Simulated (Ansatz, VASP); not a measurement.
# Two plane-wave programs on Pt

```
CELL_PARAMETERS angstrom
2.78186 0.00000 0.00000
-1.39093 2.40917 0.00000
0.00000 0.00000 9.36415
ATOMIC_POSITIONS crystal
Pt 0.00000 0.00000 0.00000
Pt 0.00000 0.00000 0.50000
Pt 0.33333 0.66667 0.75000
Pt 0.66667 0.33333 0.25000
```

Alike in both runs: functional PBE; k mesh 18 × 18 × 6; occupations gaussian, width 0.1 eV; no spin polarisation.

Ansatz relaxed the structure, and its values are those at the end. VASP's run is a single point on that final structure, the one shown.

|  | VASP | Ansatz |
| --- | --- | --- |
| version | VASP 6.6.1 | Ansatz 0.2.0 |
| potentials or method | VASP PAW PBE potentials, release 64 (Pt) | scalar-relativistic, plane waves, PAW |
| plane-wave cutoff (eV) | 520 | 420 |
| valence electrons in the cell | 40 | 72 |

```tsv
	VASP	Ansatz	Ansatz less VASP
gap on the k mesh at the Fermi level (eV)	none	none	-
pressure (GPa)	-0.5	0.0	+0.48
```

A gap of «none» marks a metal or a gap that the smearing closes. The two sets of potentials don't hold the same shells in valence.

Spin-orbit coupling is left out, which matters for the levels of Pt.
